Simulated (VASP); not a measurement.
# BN (P6_3/mmc) in VASP: notebook, part 3 of 3

VASP 6.6.1.

## (5) Dielectric tensor, PBE

Contents of INCAR:

```
SYSTEM = BN
  PREC = Accurate
  ENCUT = 650
  EDIFF = 1E-8
  ISMEAR = 0
  SIGMA = 0.01
  LREAL = .FALSE.
  LASPH = .TRUE.
  NELM = 100
  ALGO = Normal
  ISIF = 2
  LWAVE = .FALSE.
  LCHARG = .FALSE.
  GGA = PE
  LEPSILON = .TRUE.
```

Contents of KPOINTS:

```
Automatic mesh
0
G
  8 8 3
  0 0 0
```

Contents of POSCAR:

```
BN
1.0
    2.4982400000      0.0000000000      0.0000000000
   -1.2491200000      2.1635393048      0.0000000000
    0.0000000000      0.0000000000      6.6357000000
N B
2 2
Direct
    0.6666666667      0.3333333333      0.2500000000
    0.3333333333      0.6666666667      0.7500000000
    0.6666666667      0.3333333333      0.7500000000
    0.3333333333      0.6666666667      0.2500000000
```

Potentials or basis: VASP PAW PBE potentials, release 64 (N, B).

The run is started by

```sh
cat potpaw_PBE.64/N/POTCAR potpaw_PBE.64/B/POTCAR > POTCAR
mpirun -np 1 vasp_std > vasp.out
```

OUTCAR:

```text
SYSTEM = BN
   PREC = Accurate
   ENCUT = 650
   EDIFF = 1E-8
   ISMEAR = 0
   LREAL = .FALSE.
   LASPH = .TRUE.
   NELM = 100
   ISIF = 2
   GGA = PE
   LEPSILON = .TRUE.

 Found     20 irreducible k-points:

 Following reciprocal coordinates:
            Coordinates               Weight
  0.000000  0.000000  0.000000      1.000000
  0.125000  0.000000  0.000000      6.000000
  0.250000  0.000000  0.000000      6.000000
  0.375000  0.000000  0.000000      6.000000
  0.500000  0.000000  0.000000      3.000000
  0.125000  0.125000  0.000000      6.000000
   k-points           NKPTS =     20   k-points in BZ     NKDIM =     20   number of bands    NBANDS=     12
   number of dos      NEDOS =    301   number of ions     NIONS =      4
   total plane-waves  NPLWV =  32256
   dimension x,y,z NGX =    24 NGY =   24 NGZ =   56
   dimension x,y,z NGXF=    48 NGYF=   48 NGZF=  112
   ions per type =               2   2
   NGX,Y,Z   is equivalent  to a cutoff of  15.97, 15.97, 14.03 a.u.
   NGXF,Y,Z  is equivalent  to a cutoff of  31.94, 31.94, 28.06 a.u.
 SYSTEM =  BN
   PREC   = accura    normal or accurate (medium, high low for compatibility)
   ISTART =      0    job   : 0-new  1-cont  2-samecut
   ICHARG =      2    charge: 1-file 2-atom 10-const
   ISPIN  =      1    spin polarized calculation?
   LNONCOLLINEAR =      F non collinear calculations
   LSORBIT =      F    spin-orbit coupling
   LASPH  =      T    aspherical Exc in radial PAW
   ENCUT  =  650.0 eV  47.77 Ry    6.91 a.u.   5.19  5.19 13.79*2*pi/ulx,y,z
   NELM   =    100;   NELMIN=  2; NELMDL= -5     # of ELM steps
   EDIFF  = 0.1E-07   stopping-criterion for ELM
   LREAL  =      F    real-space projection
   EDIFFG = 0.1E-06   stopping-criterion for IOM
   NSW    =      0    number of steps for IOM
   IBRION =     -1    ionic relax: 0-MD 1-quasi-New 2-CG
   NFREE  =      0    steps in history (QN), initial steepest desc. (CG)
   ISIF   =      2    stress and relaxation
   ISYM   =      2    0-nonsym 1-usesym 2-fastsym
   POTIM  = 0.5000    time-step for ionic-motion
   TEBEG  =    0.0;   TEEND  =   0.0 temperature during run
   PSTRESS=    0.0 pullay stress
   NELECT =      16.0000    total number of electrons
   NUPDOWN=      -1.0000    fix difference up-down
   EMIN   =  10.00;   EMAX   =-10.00  energy-range for DOS
   EFERMI =   0.00;   METHOD = LEGACY
   ISMEAR =     0;   SIGMA  =   0.01  broadening in eV -4-tet -1-fermi 0-gaus
   EFERMI_NEDOS =   21; number of points for ismear=-14 and -15
   IALGO  =     38    algorithm
   IMIX   =      4    mixing-type and parameters
     AMIX     =   0.40;   BMIX     =  1.00
     AMIX_MAG =   1.60;   BMIX_MAG =  1.00
  volume/ion in A,a.u.               =       8.97        60.51
  Fermi-wavevector in a.u.,A,eV,Ry     =   1.250891  2.363842 21.289433  1.564729
  Thomas-Fermi vector in A             =   2.384864
   LORBIT       =      0    0 simple, 1 ext, 2 COOP (PROOUT), +10 PAW based schemes
   GGA     = PE    functional components
   LHFCALC =     F    Hartree Fock is set to
   AEXX    =    0.0000 exact exchange contribution
   IVDW    =     0    specifies the selected vdW correction
[... 116 lines left out ...]
  -------------------------------------------------------------------------------------
  Total        1.3625298      1.3625298      0.6009133      0.0000000      0.0000000      0.0000000
  in kB       60.8654599     60.8654599     26.8433474      0.0000000      0.0000000      0.0000000
  external PRESSURE =      49.5247558 kB  Pullay stress =       0.0000000 kB

 VOLUME and BASIS-vectors are now :
 -----------------------------------------------------------------------------
  energy-cutoff  :      650.00
  volume of cell :       35.87
      direct lattice vectors                 reciprocal lattice vectors
     2.498240000  0.000000000  0.000000000     0.400281798  0.231102804  0.000000000
    -1.249120000  2.163539305  0.000000000     0.000000000  0.462205608  0.000000000
     0.000000000  0.000000000  6.635700000     0.000000000  0.000000000  0.150700002

 POSITION                                       TOTAL-FORCE (eV/Angst)
 -----------------------------------------------------------------------------------
      1.24912      0.72118      1.65892        -0.000000     -0.000000      0.000000
     -0.00000      1.44236      4.97677        -0.000000      0.000000      0.000000
      1.24912      0.72118      4.97677        -0.000000      0.000000      0.000000
     -0.00000      1.44236      1.65892         0.000000     -0.000000      0.000000
 -----------------------------------------------------------------------------------
    total drift:                                0.000000     -0.000000      0.000000

  FREE ENERGIE OF THE ION-ELECTRON SYSTEM (eV)
  ---------------------------------------------------
  free  energy   TOTEN  =       -35.1587702845 eV

  energy  without entropy=      -35.1587702845  energy(sigma->0) =      -35.15877028

 HEAD OF MICROSCOPIC STATIC DIELECTRIC TENSOR (INDEPENDENT PARTICLE, excluding Hartree and local field effects)
 ------------------------------------------------------
           4.840453    -0.000000    -0.000000
           0.000000     4.840453    -0.000000
           0.000000     0.000000     3.014825
 ------------------------------------------------------

 Free energy of the ion-electron system (eV)
  ---------------------------------------------------
  ---------------------------------------------------
  free energy    TOTEN  =        -0.39702053 eV

  energy without entropy =       -0.39702053

------------------------ aborting loop because EDIFF is reached ----------------------------------------

--------------------------------------- Ionic step        2  -------------------------------------------

------------------------ aborting loop because EDIFF is reached ----------------------------------------

--------------------------------------- Ionic step        3  -------------------------------------------

 Free energy of the ion-electron system (eV)
  ---------------------------------------------------
  ---------------------------------------------------
  free energy    TOTEN  =        -0.18710809 eV

  energy without entropy =       -0.18710809

------------------------ aborting loop because EDIFF is reached ----------------------------------------

 PIEZOELECTRIC TENSOR FIELD DIRECTION 3  (e Angst)
 -----------------------------------------------------------------------------
    -0.00029  0.00000  0.00000           ( -0.00000  0.00000  0.00000)
     0.00000 -0.00029 -0.00000           (  0.00000 -0.00000 -0.00000)
     0.00000 -0.00000  0.00024           (  0.00000 -0.00000 -0.00001)

 PIEZOELECTRIC TENSOR FIELD DIRECTION 3  (C/m^2)
 -----------------------------------------------------------------------------
    -0.00013  0.00000  0.00000
     0.00000 -0.00013 -0.00000
     0.00000 -0.00000  0.00011

 MACROSCOPIC STATIC DIELECTRIC TENSOR (including local field effects in DFT)
 ------------------------------------------------------
           4.751563    -0.000000     0.000000
           0.000000     4.751563     0.000000
           0.000000     0.000000     2.691715
 ------------------------------------------------------

 PIEZOELECTRIC TENSOR (including local field effects)  for field in x, y, z        (e  Angst)
          XX          YY          ZZ          XY          YZ          ZX
  --------------------------------------------------------------------------------
  x     0.00000     0.00000     0.00000     0.00000     0.00000     0.00000
  y     0.00000     0.00000     0.00000     0.00000     0.00000     0.00000
  z     0.00000     0.00000     0.00000     0.00000     0.00000     0.00000

 PIEZOELECTRIC TENSOR (including local field effects)  for field in x, y, z        (C/m^2)
          XX          YY          ZZ          XY          YZ          ZX
  --------------------------------------------------------------------------------
  x     0.00000     0.00000     0.00000     0.00000     0.00000     0.00000
  y     0.00000     0.00000     0.00000     0.00000     0.00000     0.00000
  z     0.00000     0.00000     0.00000     0.00000     0.00000     0.00000

 BORN EFFECTIVE CHARGES (including local field effects) (in |e|, cummulative output)
 ---------------------------------------------------------------------------------
 ion    1
    1    -2.70993     0.00000     0.00000
    2     0.00000    -2.70993     0.00000
    3     0.00000     0.00000    -0.74616
 ion    2
    1    -2.70993     0.00000     0.00000
    2     0.00000    -2.70993     0.00000
    3     0.00000     0.00000    -0.74616
 ion    3
    1     2.70993     0.00000     0.00000
    2     0.00000     2.70993     0.00000
    3     0.00000     0.00000     0.74616
 ion    4
    1     2.70993     0.00000     0.00000
    2     0.00000     2.70993     0.00000
    3     0.00000     0.00000     0.74616
```

OSZICAR:

```text
[... 13 lines left out ...]
RMM:   3    -0.176513343237E+00    0.23130E-01   -0.20928E-02   705   0.103E+00    0.343E-01
RMM:   4    -0.180851814025E+00   -0.43385E-02   -0.20101E-02   735   0.999E-01    0.109E-01
RMM:   5    -0.186701583967E+00   -0.58498E-02   -0.56319E-04   787   0.205E-01    0.124E-02
RMM:   6    -0.186800172860E+00   -0.98589E-04   -0.15559E-05   831   0.231E-02    0.586E-03
RMM:   7    -0.187089775045E+00   -0.28960E-03   -0.24403E-06   811   0.133E-02    0.114E-03
RMM:   8    -0.187113597912E+00   -0.23823E-04   -0.24297E-07   799   0.302E-03    0.353E-04
RMM:   9    -0.187109349032E+00    0.42489E-05   -0.95892E-08   827   0.120E-03    0.353E-05
RMM:  10    -0.187107815444E+00    0.15336E-05   -0.85582E-08   727   0.359E-04    0.163E-05
RMM:  11    -0.187108087736E+00   -0.27229E-06   -0.85986E-08   560   0.284E-04    0.391E-06
```

It took 1.8 min on 1 thread of Intel Xeon Platinum 8259CL at 2.50GHz (Skylake/Cascade Lake), shared host; peak memory 0.22 GiB.

The run converged, but some of its settings lie outside the range that counts as converged, so its numbers aren't taken as properties of the crystal.

Results:

```
Band gap on the k mesh                  : 4.27 eV, indirect (least direct gap 4.69 eV)
Electronic dielectric tensor (diagonal) : 4.75, 4.75, 2.69
Born charges (mean of the diagonal)     : N -2.06; B +2.06 e
```

Caveat: an odd mesh through Γ misses points on the zone boundary, where band edges often lie; this functional lacks dispersion, which binds the layers, so the pressure and a relaxed spacing across them are unreliable.

## (6) For comparison

An earlier run on the cell as given: functional PBE; potentials or basis VASP PAW PBE potentials, release 64 (N, B); cutoff 520 eV; k mesh 12 × 12 × 4; occupations fermi-dirac, width 0.05 eV; no spin polarisation.

* Pressure: 5.1 GPa
* Band gap on the k mesh: 4.29 eV, indirect (least direct gap 4.66 eV)
